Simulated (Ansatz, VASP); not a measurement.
# K: VASP beside Ansatz

File INCAR:

```
SYSTEM = K
ALGO = Fast
EDIFF = 1E-6
ENCUT = 520
ISIF = 2
ISMEAR = 0
LASPH = .True.
LCHARG = .False.
LREAL = .False.
LWAVE = .False.
NBANDS = 10
NELM = 100
PREC = Accurate
SIGMA = 0.15
```

The input KPOINTS:

```
k-points
0
Gamma
  14 14 14
  0 0 0
```

File POSCAR:

```
K
1.0
   -2.9387535784      2.9387535784      2.0776987799
    2.9387535784     -2.9387535784      2.0776987799
    2.9387535784      2.9387535784     -2.0776987799
K
1
Direct
    0.0000000000      0.0000000000      0.0000000000
```

Input for Ansatz:

```yaml
crystal:
  lattice:
    - [-2.9387535784, 2.9387535784, 2.0776987799]
    - [2.9387535784, -2.9387535784, 2.0776987799]
    - [2.9387535784, 2.9387535784, -2.0776987799]
  atoms:
    - { symbol: K, position: [0.0, 0.0, 0.0] }
basis:
  ecutwfc: 420
kpoints:
  mp_grid: { grid: [14, 14, 14] }
hamiltonian:
  xc: lda
scf:
  occupations: { method: gaussian, width: 0.15 }
output:
  forces: true
  stress: true
  eigenvalues: true
```

Alike in both runs: task single point; functional LDA; k mesh 14 × 14 × 14; occupations gaussian, width 0.15 eV; no spin polarisation.

|  | VASP | Ansatz |
| --- | --- | --- |
| version | VASP 6.6.1 | Ansatz 0.2.0 |
| potentials or method | VASP PAW LDA potentials, release 64 (K_sv) | scalar-relativistic, plane waves, PAW |
| plane-wave cutoff (eV) | 520 | 420 |
| valence electrons in the cell | 9 | 9 |

```csv
,VASP,Ansatz,Ansatz less VASP
gap on the k mesh at the Fermi level (eV),none,none,-
pressure (GPa),-0.3,-0.3,+0.01
largest component of the traceless stress (GPa),0.68,0.68,-0.001
```

A gap of «none» marks a metal or a gap that the smearing closes.
